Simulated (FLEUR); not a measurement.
Runs of FLEUR MaX-R8.1 (later development tree) on BaTiO3 (Barioperovskite). It takes space group Amm2 (No. 38, orthorhombic). The conventional cell has a = 3.986 Å, b = 5.674 Å, c = 5.690 Å, α = 90.00°, β = 90.00°, γ = 90.00°. Ba (site symmetry mm2) is surrounded by 12 O at 2.77 to 2.92 Å. Around Ti (site symmetry mm2) lie 6 O at 1.93 to 2.09 Å. Around O (site symmetry m) lie 2 Ti at 1.93 to 2.09 Å. Around O (site symmetry mm2) lie 2 Ti at 2.00 Å. 

| task | level | gmax | muffin-tin radii | max iterations | mixing factor | mixer | kmax | gap on the mesh (eV) |
| --- | --- | --- | --- | --- | --- | --- | --- | --- |
| band structure | LDA | 15.9 1/bohr | Ba 2.63, Ti 1.91, O 1.46 bohr | 60 | 0.05 | Anderson | 5.13 1/bohr | (a) |
| band structure | r2SCAN | 15.9 1/bohr | Ba 2.63, Ti 1.91, O 1.46 bohr | 80 | 0.05 | Anderson | 5.13 1/bohr | 2.32 |
| band structure | PBEsol | 15.9 1/bohr | Ba 2.63, Ti 1.91, O 1.46 bohr | 60 | 0.05 | Anderson | 5.13 1/bohr | 1.93 |
| single point | PBEsol | 16.4 1/bohr | Ba 2.55, Ti 1.85, O 1.42 bohr | 60 | 0.05 | Anderson | 5.3 1/bohr | 1.93 |

Alike in all rows: potentials or basis all-electron, FLAPW; no spin polarisation; cell as given; k mesh 7 × 7 × 7; smearing fermi-dirac 0.05 eV.

Q: Fill in the values left out.

A: (a) 1.89.

Caveats: spin-orbit coupling is left out, which moves the levels of the heavy elements; the meta-GGA is that of a development version, with a GGA for the radial functions and cores and without core tails (some runs); an odd mesh through Γ misses points on the zone boundary, where band edges often lie (some runs).

A k mesh can miss the band edges, and the runs leave out spin-orbit coupling on Ba.

Not every run made on this cell is shown here.
